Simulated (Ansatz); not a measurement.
# An elastic constant from a strain scan in SiC

Level of theory: DFT r2SCAN, scalar-relativistic, plane waves, PAW in Ansatz 0.2.0. The runs took a 500 eV cutoff, a Γ-centred 12×12×6 mesh and Gaussian smearing (0.05 eV). No spin polarisation. Energies are free energies at this smearing, counted from the undisturbed cell; pressure is positive in compression.

Zero of the scan (relaxed at this level):

```xyz
4
Lattice="3.0752 0.0000 0.0000 -1.5376 2.6632 0.0000 0.0000 0.0000 5.0482" Properties=species:S:1:pos:R:3 pbc="T T T"
Si    0.0000    1.7755    0.0232
Si    1.5376    0.8877    2.5473
C     0.0000    1.7755    1.9203
C     1.5376    0.8877    4.4444
```

The cell is strained by ε times the Voigt pattern (1, 1, 0, 0, 0, 0) (xx, yy, zz, yz, xz, xy; engineering shear) with fractional coordinates fixed. The cell holds 4 atoms in V0 = 41.34 Å³. The stress column is τ = (1/V0) dE/dε, got from the stress tensor σ (compression positive) at each point as −det(1 + εP) σ : P(1 + εP)⁻¹, with P the pattern as a tensor.

```csv
ε,ΔE (meV/atom),τ (GPa)
-0.0600,180.320,-100.814
-0.0450,97.378,-71.161
-0.0300,41.580,-44.664
-0.0150,10.009,-21.047
0.0000,0.000,-0.057
0.0150,9.125,18.535
0.0300,35.164,34.936
0.0450,76.094,49.340
0.0525,101.559,55.848
0.0600,?,?
```

Task: Which combination of elastic constants does this scan measure, and how large is it?

Result: For small ε, τ = τ0 + Kε with K = pᵀCp, which for this pattern is C11 + C22 + 2 C12 in the Cartesian frame shown. The parabola through τ at ε = -0.0150, 0 and 0.0150 has slope K = 1319 GPa at zero. The energies per cell, E = NΔE, of the same two points give K = 2[E(ε₊)/ε₊ − E(ε₋)/ε₋]/[(ε₊ − ε₋)V0] = 1318 GPa, in agreement. These are clamped-ion values.

Task: Predict the withheld row at ε = 0.0600 from the harmonic law, and compare.

Result: ΔE = V0(τ0 ε + Kε²/2)/N = 152.987 meV/atom and τ = 79.11 GPa. The calculation gives 130.066 meV/atom and 61.92 GPa: the energy lies 15 % below the harmonic value, as bonds soften when stretched.

Forces appear on the atoms along this scan, and letting them relax would lower the energy and soften the response.